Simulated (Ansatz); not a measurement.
# Ta2C: the cost of one run

Program: Ansatz 0.2.0. Level of theory: DFT PBEsol, scalar-relativistic, plane waves, PAW. These are calculated values, not measurements.

2 further runs of the same task are left out: 2 set aside as unsound or not needed.

**1. The structure to begin with**

Symmetry: P-3m1, No. 164, trigonal system. The conventional cell has a = 3.096 Å, b = 3.096 Å, c = 4.920 Å, α = 90.00°, β = 90.00°, γ = 120.00°. Ta (site symmetry 3m) has 3 C at 2.18 Å as nearest neighbours. C (site symmetry -3m) is surrounded by 6 Ta at 2.18 Å.

Structure file:

```xyz
3
Lattice="3.0959 0.0000 0.0000 -1.5479 2.6811 0.0000 0.0000 0.0000 4.9202" Properties=species:S:1:pos:R:3 pbc="T T T"
Ta    0.0000    1.7874    1.2440
Ta    1.5479    0.8937    3.6762
C     0.0000    0.0000    0.0000
```

It is the result of an earlier relaxation at this level (volume 13.61 Å³/atom; gap on the mesh: none (metal)).

**2. States by energy, for transport**

The input, input.yaml:

```yaml
crystal:
  lattice:
    - [3.0958855142, 0.0, 0.0]
    - [-1.5479427571, 2.6811155025, 0.0]
    - [0.0, 0.0, 4.9201740872]
  atoms:
    - { symbol: Ta, position: [0.3333333333, 0.6666666667, 0.2528276348] }
    - { symbol: Ta, position: [0.6666666667, 0.3333333333, 0.7471723652] }
    - { symbol: C, position: [0.0, 0.0, 0.0] }
basis:
  ecutwfc: 420
kpoints:
  mp_grid: { grid: [18, 18, 8] }
hamiltonian:
  xc: pbesol
scf:
  occupations: { method: fermi_dirac, width: 0.15 }
output:
  eigenvalues: true
  states_by_energy: {}
checkpoint:
  read: start.run
  write: ck
  compress: false
  write_wavefunctions: false
  write_every: 100000
```

Run with:

```console
> ansatz run input.yaml --threads 1 --pin off --max-ram 3072MiB --backend cpu --events-out ev --progress --plain --runs-dir out
```

Q: Estimate wall time and peak memory on 1 thread of Intel Xeon Platinum 8488C (Sapphire Rapids), shared host.

About 9.2 min, with a peak of 1.1 GiB.
